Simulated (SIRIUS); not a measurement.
## Pd in SIRIUS: convergence with lmax of the potential

Input of the first run (lmax of the potential 2); the others differ in this setting and in those tied to it:

File sirius.json:

```json
{
  "control": {
    "processing_unit": "cpu",
    "std_evp_solver_name": "lapack",
    "gen_evp_solver_name": "lapack",
    "verbosity": 2,
    "print_forces": true,
    "ortho_rf": true,
    "use_second_variation": true,
    "rmt_max": 3.0,
    "num_bands_to_print": 17,
    "save_wf": true
  },
  "parameters": {
    "electronic_structure_method": "full_potential_lapwlo",
    "xc_functionals": ["XC_LDA_X", "XC_LDA_C_PW"],
    "core_relativity": "dirac",
    "valence_relativity": "iora",
    "num_fv_states": 17,
    "smearing": "fermi_dirac",
    "smearing_width": 0.0018374661,
    "pw_cutoff": 20,
    "gk_cutoff": 3.46,
    "lmax_apw": 10,
    "lmax_rho": 2,
    "lmax_pot": 2,
    "num_mag_dims": 0,
    "auto_rmt": 0,
    "ngridk": [12, 12, 12],
    "shiftk": [0, 0, 0],
    "num_dft_iter": 80,
    "energy_tol": 1e-07,
    "density_tol": 1e-05,
    "use_symmetry": true
  },
  "settings": {"tol_ne": 1e-10},
  "iterative_solver": {"type": "exact"},
  "mixer": {"type": "anderson", "beta": 0.5, "max_history": 8},
  "unit_cell": {
    "lattice_vectors": [[0.0, 3.6783519016, 3.6783519016], [3.6783519016, 0.0, 3.6783519016], [3.6783519016, 3.6783519016, 0.0]],
    "atom_types": ["Pd"],
    "atom_files": {"Pd": "Pd.json"},
    "atoms": {"Pd": [[0.0, 0.0, 0.0]]}
  }
}
```

Contents of Pd.json:

```json
{
  "name": "palladium",
  "symbol": "Pd",
  "number": 46,
  "mass": 106.42,
  "rmin": 1e-06,
  "rmt": 2.54,
  "nrmt": 800,
  "rinf": 14.72,
  "core": "1s2s2p3s3p3d",
  "valence": [
    {"basis": [{"enu": 0.08, "dme": 0, "n": 0, "auto": 0}, {"enu": 0.08, "dme": 1, "n": 0, "auto": 0}]},
    {"l": 0, "n": 1, "basis": [{"enu": 0.18, "dme": 0, "n": 0, "auto": 0}]},
    {"l": 1, "n": 2, "basis": [{"enu": 0.18, "dme": 0, "n": 0, "auto": 0}]},
    {"l": 2, "n": 3, "basis": [{"enu": 0.18, "dme": 0, "n": 0, "auto": 0}]},
    {"l": 3, "n": 4, "basis": [{"enu": 0.18, "dme": 0, "n": 0, "auto": 0}]}
  ],
  "lo": [
    {"l": 0, "basis": [{"enu": 0.18, "dme": 0, "n": 0, "auto": 0}, {"enu": 0.18, "dme": 1, "n": 0, "auto": 0}]},
    {"l": 0, "basis": [{"enu": -2.79, "dme": 0, "n": 4, "auto": 1}, {"enu": -2.79, "dme": 1, "n": 4, "auto": 1}]},
    {"l": 0, "basis": [{"enu": -2.79, "dme": 1, "n": 4, "auto": 1}, {"enu": 0.18, "dme": 0, "n": 0, "auto": 0}]},
    {"l": 0, "basis": [{"enu": 0.18, "dme": 0, "n": 0, "auto": 0}, {"enu": 2.66, "dme": 0, "n": 0, "auto": 0}]},
    {"l": 1, "basis": [{"enu": 0.18, "dme": 0, "n": 0, "auto": 0}, {"enu": 0.18, "dme": 1, "n": 0, "auto": 0}]},
    {
      "l": 1,
      "basis": [{"enu": -1.5449, "dme": 0, "n": 4, "auto": 1}, {"enu": -1.5449, "dme": 1, "n": 4, "auto": 1}]
    },
    {
      "l": 1,
      "basis": [{"enu": -1.5449, "dme": 1, "n": 4, "auto": 1}, {"enu": 0.18, "dme": 0, "n": 0, "auto": 0}]
    },
    {"l": 1, "basis": [{"enu": 0.18, "dme": 0, "n": 0, "auto": 0}, {"enu": 3.032, "dme": 0, "n": 0, "auto": 0}]},
    {"l": 2, "basis": [{"enu": 0.18, "dme": 0, "n": 0, "auto": 0}, {"enu": 0.18, "dme": 1, "n": 0, "auto": 0}]},
    {"l": 2, "basis": [{"enu": 0.18, "dme": 1, "n": 0, "auto": 0}, {"enu": 0.18, "dme": 2, "n": 0, "auto": 0}]},
    {"l": 2, "basis": [{"enu": 0.18, "dme": 0, "n": 0, "auto": 0}, {"enu": 2.598, "dme": 0, "n": 0, "auto": 0}]},
    {"l": 3, "basis": [{"enu": 0.18, "dme": 0, "n": 0, "auto": 0}, {"enu": 0.18, "dme": 1, "n": 0, "auto": 0}]},
    {"l": 3, "basis": [{"enu": 0.18, "dme": 0, "n": 0, "auto": 0}, {"enu": 2.877, "dme": 0, "n": 0, "auto": 0}]}
  ],
  "free_atom": [... radial grid and density of the free atom, the start of the SCF ...]
}
```

The input sirius_start.json:

```json
{
  "control": {
    "processing_unit": "cpu",
    "std_evp_solver_name": "lapack",
    "gen_evp_solver_name": "lapack",
    "verbosity": 1,
    "print_forces": false,
    "ortho_rf": true,
    "use_second_variation": true,
    "rmt_max": 3.0,
    "num_bands_to_print": 17,
    "save_wf": false
  },
  "parameters": {
    "electronic_structure_method": "full_potential_lapwlo",
    "xc_functionals": ["XC_LDA_X", "XC_LDA_C_PW"],
    "core_relativity": "dirac",
    "valence_relativity": "iora",
    "num_fv_states": 17,
    "smearing": "fermi_dirac",
    "smearing_width": 0.0055123983,
    "pw_cutoff": 20,
    "gk_cutoff": 2.77,
    "lmax_apw": 10,
    "lmax_rho": 2,
    "lmax_pot": 2,
    "num_mag_dims": 0,
    "auto_rmt": 0,
    "ngridk": [5, 5, 5],
    "shiftk": [0, 0, 0],
    "num_dft_iter": 30,
    "energy_tol": 0.01,
    "density_tol": 0.05,
    "use_symmetry": true
  },
  "settings": {"tol_ne": 1e-10},
  "iterative_solver": {"type": "exact"},
  "mixer": {"type": "anderson", "beta": 0.5, "max_history": 8},
  "unit_cell": {
    "lattice_vectors": [[0.0, 3.6783519016, 3.6783519016], [3.6783519016, 0.0, 3.6783519016], [3.6783519016, 3.6783519016, 0.0]],
    "atom_types": ["Pd"],
    "atom_files": {"Pd": "Pd.json"},
    "atoms": {"Pd": [[0.0, 0.0, 0.0]]}
  }
}
```

Potentials or basis: all-electron FP-LAPW, apw+lo standard.

Command:

```bash
$ OMP_NUM_THREADS=1 sirius.scf --input=sirius_start.json --output=start.json
$ OMP_NUM_THREADS=1 sirius.scf --input=sirius.json --output=output.json --task=1
```

Hardware: 1 thread of Intel(R) Xeon(R) 6975P-C (Granite Rapids) (shared host).

Problem. The values tried are 2, 3, 4, 6, 8, 10, loosest first. From which on does the energy stay within 1 meV/atom of the tightest run that finished?

Solution. From 6 on.

| lmax of the potential | energy less the tightest run, at zero smearing (meV/atom) | SCF cycles | CPU time (s) | peak memory (GiB) |
| --- | --- | --- | --- | --- |
| 2 | 9.66 | 6 | 11 | 0.17 |
| 3 | 9.66 | 6 | 11 | 0.18 |
| 4 | 8.50 | 6 | 12 | 0.2 |
| 6 | 0.39 | 6 | 13 | 0.24 |
| 8 | -0.02 | 6 | 14 | 0.3 |
| 10 | 0.00 | 6 | 16 | 0.37 |

The tightest run that finished is the yardstick and may itself not be fully converged.
